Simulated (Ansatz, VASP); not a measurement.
# One calculation of HfC, two programs

```xyz
2
Lattice="0.0000 2.3250 2.3250 2.3250 0.0000 2.3250 2.3250 2.3250 0.0000" Properties=species:S:1:pos:R:3 pbc="T T T"
Hf    2.3250    2.3250    2.3250
C     0.0000    0.0000    0.0000
```

Alike in both runs: functional PBE; k mesh 7 × 7 × 7; occupations fermi-dirac, width 0.05 eV; no spin polarisation.

|  | VASP | Ansatz |
| --- | --- | --- |
| version | VASP 6.6.1 | Ansatz 0.2.0 |
| potentials or method | VASP PAW PBE potentials, release 64 (Hf_pv, C), cutoff 520 eV | all-electron LAPW, scalar-relativistic |
| task | single point | band structure |

|  | VASP | Ansatz | Ansatz less VASP |
| --- | --- | --- | --- |
| gap on the k mesh at the Fermi level (eV) | none | none | - |
| pressure (GPa) | -0.4 | 0.3 | +0.72 |

A gap of «none» marks a metal or a gap that the smearing closes. Ansatz ran all-electron here, so the differences hold the error of VASP's frozen core and of both bases.

Caveats: the k mesh is thin for a metal, which can move the energy by tens of meV per atom (Ansatz); spin-orbit coupling is left out, which moves the levels of the heavy elements (Ansatz). The runs have no spin-orbit coupling, so splittings on Hf are missing.
